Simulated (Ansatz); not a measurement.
## Where the states of Mo lie

```cif
data_structure
_symmetry_space_group_name_H-M 'P 1'
_symmetry_Int_Tables_number 1
_cell_length_a 2.6049
_cell_length_b 2.6049
_cell_length_c 2.6049
_cell_angle_alpha 90.000
_cell_angle_beta 90.000
_cell_angle_gamma 90.000
_cell_volume 17.68
loop_
_atom_site_label
_atom_site_type_symbol
_atom_site_fract_x
_atom_site_fract_y
_atom_site_fract_z
_atom_site_occupancy
Mo1 Mo 0.00000 0.00000 0.00000 1
```

The runs use the primitive cell with vectors (2.605, 0.000, 0.000), (0.000, 2.605, 0.000), (0.000, 0.000, 2.605) Å, to which the k mesh refers.

The conventional cell has a = 2.605 Å, b = 2.605 Å, c = 2.605 Å, α = 90.00°, β = 90.00°, γ = 90.00°. Around Mo (atom 1) lie 6 Mo at 2.60 Å.

The structure comes from a relaxation in the same program, started in the sc type, and has space group Pm-3m. Whether it is a known phase or the ground state wasn't checked.

These are results of Ansatz 0.2.0, DFT, PBE, all-electron LAPW, scalar-relativistic, not measurements.

Settings: a Γ-centred 12×12×12 k mesh, Fermi–Dirac smearing of 0.03 eV, basis error target 0.5 meV/atom, no spin polarisation.

States per eV and cell, averaged over 0.4 eV, from -5.8 to 1.6 eV, with energies (bin centres) from the Fermi level; empty bins are left out. The partial columns, the largest 3 alone, are projections on Löwdin-orthogonalised atomic shells (those that the program's projection atoms carry: the occupied ones and, for some elements, an empty d or f shell; other empty shells have no column), summed over atoms of an element. Weights on diffuse s and p shells depend on that basis and aren't pure angular character.

```
E (eV)  total  Mo 4d  Mo 5s  Mo 4p
  -5.7   0.07   0.00   0.06   0.00
  -5.3   0.11   0.01   0.09   0.00
  -4.9   0.32   0.19   0.11   0.00
  -4.5   0.55   0.39   0.14   0.01
  -4.1   0.87   0.67   0.18   0.01
  -3.7   1.70   1.40   0.26   0.02
  -3.3   1.80   1.50   0.26   0.02
  -2.9   1.23   1.13   0.08   0.01
  -2.5   1.59   1.50   0.06   0.01
  -2.1   1.19   1.13   0.04   0.01
  -1.7   1.51   1.41   0.07   0.01
  -1.3   1.39   1.27   0.07   0.02
  -0.9   1.03   0.94   0.05   0.01
  -0.5   0.68   0.62   0.03   0.01
  -0.1   0.95   0.90   0.04   0.01
   0.3   1.24   1.18   0.03   0.01
   0.7   1.30   1.24   0.04   0.01
   1.1   1.18   1.09   0.07   0.00
   1.5   0.95   0.86   0.06   0.00
```

(1) Which of the resolved shells contributes most within 0.3 eV of the Fermi level?

(2) Where is the centre of the filled Mo 4d states between -14 eV and the top of the filled states?

Results:

(1) Mo 4d, with 95 % of all states there; Mo 5s follows with 3 %.

(2) -2.32 eV from the Fermi level.
